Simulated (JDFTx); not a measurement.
The system is Pd.

```
Pd
1.0
     0.00000    1.94650    1.94650
     1.94650    0.00000    1.94650
     1.94650    1.94650    0.00000
Pd
1
Direct
  0.00000 0.00000 0.00000
```

- Program: JDFTx 1.7.0 (patched build)
- Task: relaxation of cell and atoms
- Functional: BLYP
- Potentials or basis: SG15-PBE-1.2 with smoothed tails
- Cutoff: 1088 eV
- Density cutoff: 4354 eV
- k mesh: 6 × 6 × 6
- Occupations: fermi-dirac, width 0.05 eV
- Spin: no spin polarisation

At the start: pressure 16.8 GPa; volume 14.75 Å³/atom.

Where does the relaxation end?

Over 7 steps the energy falls by 69.1 meV/atom and the volume is 16.22 Å³/atom (+10.0 %); space group Fm-3m (No. 225, to 0.05 Å).

The path:
```csv
step,energy change (eV),largest force (eV/Å),pressure (GPa),volume (Å³)
1,0.0000,0.0000,16.76,14.75
2,-0.0313,0.0000,11.74,15.10
3,-0.0677,0.0000,2.01,15.99
4,-0.0690,0.0000,0.39,16.18
5,-0.0691,0.0000,0.06,16.21
6,-0.0691,0.0000,0.02,16.22
7,-0.0691,0.0000,0.01,16.22
```

Final structure:
```xyz
1
Lattice="0.0000 2.0092 2.0092 2.0092 0.0000 2.0092 2.0092 2.0092 0.0000" Properties=species:S:1:pos:R:3 pbc="T T T"
Pd    0.0000    0.0000    0.0000
```

Caveat: the k mesh is coarse (spacing up to 0.47 Å⁻¹), so the values aren't converged; the plane waves are those of the starting cell, so after so large a change of volume the result is rough; the potentials were made for another functional, which shifts forces and pressure.
